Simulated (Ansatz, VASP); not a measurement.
**In3As: VASP beside Ansatz**

```
In As
1.0
    -2.98833    2.98833    2.98833
     2.98833   -2.98833    2.98833
     2.98833    2.98833   -2.98833
In As
3 1
Direct
  0.00000 0.50000 0.50000
  0.50000 0.00000 0.50000
  0.50000 0.50000 0.00000
  0.00000 0.00000 0.00000
```

Alike in both runs: functional PBE; k mesh 12 × 12 × 12; occupations gaussian, width 0.1 eV; no spin polarisation.

Ansatz relaxed the structure, and its values are those at the end. VASP's run is a single point on that final structure, the one shown.

```csv
,VASP,Ansatz
version,VASP 6.6.1,Ansatz 0.2.0
potentials or method,"VASP PAW PBE potentials, release 64 (In_d, As)","scalar-relativistic, plane waves, PAW"
plane-wave cutoff (eV),520,420
valence electrons in the cell,44,54
```

```csv
,VASP,Ansatz,Ansatz less VASP
gap on the k mesh at the Fermi level (eV),none,none,-
pressure (GPa),0.0,0.0,0.00
```

A gap of «none» marks a metal or a gap that the smearing closes. The functional is the same, so the differences come from potentials, cutoffs and numerics. The two sets of potentials don't hold the same shells in valence.
